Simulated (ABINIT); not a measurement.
A run of ABINIT 10.8.3 (patched build):

File run.abi:

```
# Datasets: ground state, then fixed potential
ndtset 2

# Pseudopotentials
pp_dirpath "./"
pseudos "Ti.GGA_PBE-JTH.xml, B.GGA_PBE-JTH.xml"

# Structure
acell 3*1.0
rprim
     5.7243583767     0.0000000000     0.0000000000
    -2.8621791884     4.9574397745     0.0000000000
     0.0000000000     0.0000000000     6.1007918207
ntypat 2
znucl 22 5
natom 3
typat 1 2 2
xcart
     0.0000000000     0.0000000000     0.0000000000
     2.8621791886     1.6524799247     3.0503959104
    -0.0000000003     3.3049598498     3.0503959104

# Plane-wave basis
ecut 408.170794 eV
pawecutdg 30.0

# Exchange and correlation
ixc -116133

# Bands and occupations
occopt 3
tsmear 0.00183747

# SCF cycle
nstep 100

# Output
iomode 3
prtwf 0
prteig 0
prtebands 0
enunit 1
prtden1 1

# Dataset 1
kptopt1 1
ngkpt1 10 10 8
nshiftk1 1
shiftk1 0.0 0.0 0.0
nband1 13
tolvrs1 1.0e-9

# Dataset 2: bands along G-M-K-G-A-L-H-A
iscf2 -2
getden2 1
nband2 19
nbdbuf2 4
tolwfr2 1.0e-11
kptopt2 -7
ndivsm2 5
prteig2 1
kptbounds2
     0.0000000000     0.0000000000     0.0000000000
     0.5000000000     0.0000000000     0.0000000000
     0.3333333333     0.3333333333     0.0000000000
     0.0000000000     0.0000000000     0.0000000000
     0.0000000000     0.0000000000     0.5000000000
     0.5000000000     0.0000000000     0.5000000000
     0.3333333333     0.3333333333     0.5000000000
     0.0000000000     0.0000000000     0.5000000000
```

Potentials or basis: JTH PAW PBE v2.0.

The run is started by

```sh
$ abinit run.abi > log 2>&1
```

Hardware: 1 thread of Arm Neoverse V1, with other jobs on the host.

How long does it take, and how much memory?

It took 29 s on 1 thread of Arm Neoverse V1 (shared host), peak memory 0.1 GiB. Counts: scf iterations 11, mpi ranks 1, k points 70, bands 13, plane waves 494.
